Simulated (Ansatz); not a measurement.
# Hg: the cost of one run

Program: Ansatz 0.2.0. Level of theory: DFT PBE, scalar-relativistic, plane waves, PAW. These are calculated values, not measurements.

### 1 Starting point

Symmetry: P2_1/m, No. 11, monoclinic system. The conventional cell has a = 3.413 Å, b = 5.499 Å, c = 3.469 Å, α = 90.00°, β = 119.34°, γ = 90.00°. Hg (site symmetry m) has 12 Hg at 3.31 to 3.48 Å as nearest neighbours.

As a file:

```
Hg
1.0
     3.41330    0.00000    0.00000
     0.00000    5.49913    0.00000
    -1.69985    0.00000    3.02413
Hg
2
Cartesian
  0.8569 1.3748 2.4321
  0.8566 4.1243 0.5920
```

The structure comes from the Materials Project (structure only).

### 2 A change within the space group

What differs from the listed cell: strain xx, yy, zz, yz, xz, xy = -2.5, -4.4, -3.3, +0.0, +0.4, +0.0 %; atoms moved by 0.10 Å root mean square, at most 0.10 Å.

Input file input.yaml:

```yaml
crystal:
  lattice:
    - [3.3289944421, 0.0, 0.0138238773]
    - [0.0, 5.2584303451, 0.0]
    - [-1.6456206733, 0.0, 2.9179289628]
  atoms:
    - { symbol: Hg, position: [0.6257221058, 0.25, 0.8102057515] }
    - { symbol: Hg, position: [0.3742778942, 0.75, 0.1897942485] }
basis:
  ecutwfc: 420
kpoints:
  mp_grid: { grid: [12, 8, 12] }
hamiltonian:
  xc: pbe
scf:
  occupations: { method: gaussian, width: 0.05 }
output:
  forces: true
  stress: true
  eigenvalues: true
```

The run is started by

```bash
ansatz run input.yaml --threads 1 --pin off --max-ram 1331MiB --backend cpu --events-out ev --progress --plain --runs-dir out
```

**Question.** How long does this run take on 1 thread of an x86-64 CPU, shared host, and how much memory does it need?

About 8.3 s, with a peak of 0.59 GiB.
